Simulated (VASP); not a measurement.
# Hf: restarted molecular dynamics, 2 variants

Hf, P6_3/mmc (no. 194), 8 atoms in the cell. PBE, molecular dynamics; PAW potentials Hf (PBE set).

| Restart from | Temperature at the end (K) | The same without a restart (K) | Potential energy at the end (eV/atom) | The same without a restart (eV/atom) | Electronic steps in the first step after the restart | Time (s) |
|---|---|---|---|---|---|---|
| CONTCAR with velocities, WAVECAR read | 644.0 | 644.0 | -9.89738 | -9.89738 | 4 | 304 |
| CONTCAR with velocities, no WAVECAR | 644.0 | 644.0 | -9.89738 | -9.89738 | 17 | 368 |

Limits: 240 fs of 8 atoms are too short for converged averages; the cell is only 5.1 Å across, so each atom moves in step with near copies of itself.

## Input of the first row

INCAR.step1:
```
GGA = PE
PREC = Normal
ENCUT = 220
EDIFF = 1E-6
NELMIN = 4
NELM = 60
ALGO = Fast
LREAL = Auto
LASPH = True
ISMEAR = -1
SIGMA = 0.05
ISYM = 0
LWAVE = True
LCHARG = False
IBRION = 0
NSW = 30
POTIM = 4.0
TEBEG = 1000
ISIF = 2
RANDOM_SEED = 460418 0 0
MDALGO = 2
SMASS = -3
KPAR = 2
```

INCAR.step2, as INCAR.step1 but for:
```
- LWAVE = True
+ LWAVE = False
```

KPOINTS:
```
k-points
0
Gamma
  2 2 3
```

POSCAR.step1:
```
Hf
1.0
    6.3934000000      0.0000000000      0.0000000000
   -3.1967000000      5.5368468166      0.0000000000
    0.0000000000      0.0000000000      5.0578000000
Hf
8
Direct
    0.3333333334      0.1666666666      0.7500000000
    0.3333333334      0.6666666666      0.7500000000
    0.8333333334      0.1666666666      0.7500000000
    0.8333333333      0.6666666666      0.7500000000
    0.1666666666      0.3333333334      0.2500000000
    0.1666666666      0.8333333333      0.2500000000
    0.6666666666      0.3333333334      0.2500000000
    0.6666666666      0.8333333333      0.2500000000
```

Commands (each step's output is kept before the next begins):
```
cat potpaw_PBE.64/Hf/POTCAR > POTCAR
cp INCAR.step1 INCAR
cp POSCAR.step1 POSCAR
mpirun -np 2 vasp_std > vasp.out
cp CONTCAR POSCAR
cp INCAR.step2 INCAR
mpirun -np 2 vasp_std > vasp.out
```

Changes of the last row against the first:
```
(step 1)
- LWAVE = True
+ LWAVE = False
```

VASP 6.6.1 took 304 s on 2 cores (Intel Xeon Platinum 8259CL @ 2.50GHz (Skylake/Cascade Lake)), a shared host.
